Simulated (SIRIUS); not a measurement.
A run of SIRIUS 7.10.0 is set up as follows.

File sirius.json:

```json
{
  "control": {
    "processing_unit": "cpu",
    "verbosity": 2,
    "num_bands_to_print": 25,
    "print_forces": true,
    "print_stress": true
  },
  "parameters": {
    "electronic_structure_method": "pseudopotential",
    "xc_functionals": ["XC_GGA_X_PBE", "XC_GGA_C_PBE"],
    "gk_cutoff": 9.2,
    "pw_cutoff": 18.4,
    "ngridk": [8, 8, 8],
    "shiftk": [0, 0, 0],
    "smearing": "fermi_dirac",
    "smearing_width": 0.0018374661,
    "num_bands": 25,
    "num_mag_dims": 0,
    "num_dft_iter": 100,
    "energy_tol": 1e-08,
    "density_tol": 1e-06
  },
  "iterative_solver": {
    "type": "davidson",
    "min_tolerance": 1e-09,
    "tolerance_scale": [0.1, 0.25]
  },
  "mixer": {
    "type": "anderson",
    "beta": 0.7,
    "max_history": 8
  },
  "settings": {
    "tol_ne": 1e-10,
    "pseudo_grid_cutoff": 6.5
  },
  "unit_cell": {
    "lattice_vectors": [
      [0.0, 5.657159715725, 5.657159715725],
      [5.657159715725, 0.0, 5.657159715725],
      [5.657159715725, 5.657159715725, 0.0]
    ],
    "atom_coordinate_units": "lattice",
    "atom_types": ["Mg", "B"],
    "atom_files": {
      "Mg": "Mg.json",
      "B": "B.json"
    },
    "atoms": {
      "Mg": [
        [0.0, 0.0, 0.0],
        [0.25, 0.25, 0.25]
      ],
      "B": [
        [0.625, 0.125, 0.625],
        [0.625, 0.625, 0.125],
        [0.125, 0.625, 0.625],
        [0.625, 0.625, 0.625]
      ]
    }
  }
}
```

Potentials or basis: SG15 1.2 PBE (norm-conserving).

Launch:

```console
$ upf_to_json Mg_ONCV_PBE-1.2.upf
$ upf_to_json B_ONCV_PBE-1.2.upf
$ OMP_NUM_THREADS=1 sirius.scf --input=sirius.json --output=out.json --task=0
```

**Question.** Predict the band gap on the k mesh.

**Answer.** None (metal or under the smearing width).

**Question.** Estimate the pressure.

**Answer.** 0.5 GPa.
